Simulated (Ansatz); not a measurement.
A run of Ansatz 0.2.0:

File input.yaml:

```yaml
crystal:
  lattice:
    - [3.076, 0.0, 0.0]
    - [-1.538, 2.663894142, 0.0]
    - [0.0, 0.0, 5.048]
  atoms:
    - { symbol: Si, position: [0.6666666667, 0.3333333333, 0.5] }
    - { symbol: Si, position: [0.3333333333, 0.6666666667, 0.0] }
    - { symbol: C, position: [0.6666666667, 0.3333333333, 0.885] }
    - { symbol: C, position: [0.3333333333, 0.6666666667, 0.385] }
hamiltonian:
  xc: pbe
  pseudopotentials: { kind: paw }
kpoints:
  mp_grid: { grid: [10, 10, 5] }
scf:
  occupations: { method: gaussian, width: 0.017 }
output:
  forces: true
  stress: true
  eigenvalues: true
```

Potentials or basis: Ansatz PAW.

The run is started by

```sh
$ ansatz run input.yaml --threads 2 --pin off --max-ram 5632MiB --backend cpu --events-out ev --progress --plain --runs-dir out
```

Hardware: 2 threads of Intel(R) Xeon(R) Processor @ 2.50GHz (Skylake/Cascade Lake), on a shared host.

Estimate the wall time of this run.

Wall time 2.2 s on 2 threads of Intel(R) Xeon(R) Processor @ 2.50GHz (Skylake/Cascade Lake), on a shared host, peak memory 0.34 GiB. Counts: scf iterations 6, plane waves 785, k points 42, bands 12.
